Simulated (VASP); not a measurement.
# CdO (Monteponite) under changes of volume

One of the cells (13.229 Å³/atom); the others are scaled copies at fixed shape and fractional positions:

```
CELL_PARAMETERS angstrom
0.00000 2.36506 2.36506
2.36506 0.00000 2.36506
2.36506 2.36506 0.00000
ATOMIC_POSITIONS crystal
Cd 0.00000 0.00000 0.00000
O 0.50000 0.50000 0.50000
```

* Program: VASP 6.6.1
* Functional: PBE
* Potentials or basis: VASP PAW PBE potentials, release 64 (Cd, O)
* Cutoff: 520 eV
* k mesh: 10 × 10 × 10
* Occupations: fermi-dirac, width 0.05 eV
* Spin: no spin polarisation

| volume (Å³/atom) | energy over the lowest point (meV/atom) | pressure (GPa) |
| --- | --- | --- |
| 12.191 | 80.38 | 19.1 |
| 12.451 | 52.71 | 14.8 |
| 12.710 | 31.60 | 11.0 |
| 13.229 | 6.38 | 4.5 |
| 13.488 | ? | ? |
| 13.748 | 0.00 | -0.7 |

Q: What does the run at 13.488 Å³/atom give?

A: Energy over the lowest point 1.07 meV/atom; pressure 1.8 GPa.

Worked out: A Birch-Murnaghan fit of order 3 (a polynomial in V^(-2/3)) to the other rows has its minimum at 13.69 Å³/atom with B0 = V·E''(V) = 126 GPa and B' = 4.7. It gives 1.08 meV/atom at 13.488 Å³/atom, against the run's 1.07, and -dE/dV = 1.9 GPa, against 1.8.

Energies are extrapolated to zero smearing.
